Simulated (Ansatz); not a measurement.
AlNi:

```
Ni Al
1.0
     2.88100    0.00000    0.00000
     0.00000    2.88100    0.00000
     0.00000    0.00000    2.88100
Ni Al
1 1
Direct
  0.50000 0.50000 0.50000
  0.00000 0.00000 0.00000
```

Base run:

| Item | Value |
| --- | --- |
| Program | Ansatz 0.2.0 |
| Functional | RPBE |
| Potentials or basis | all-electron LAPW, scalar-relativistic |
| Cutoff | 255 eV (chosen from the basis error) |
| Basis error allowed | 0.001 eV/atom |
| k mesh | 9 × 9 × 9 |
| Occupations | fermi-dirac, width 0.05 eV |
| Spin | collinear spin, ferromagnetic start |
| Starting moments | [1.0, 0.0] μB |

Its results: pressure 5.8 GPa; net moment 0.00 μB per cell.

After a change of settings the same cell gave: pressure -8.7 GPa; net moment 0.00 μB per cell. Which change was it?
A. functional from RPBE to PBE; occupations from fermi-dirac, width 0.05 eV to gaussian, width 0.011 eV
B. functional from RPBE to PBE
C. functional from RPBE to LDA

C.

LDA binds more tightly than RPBE, so the same cell stands under less pressure.

Caveats: the starting moments weren't kept.
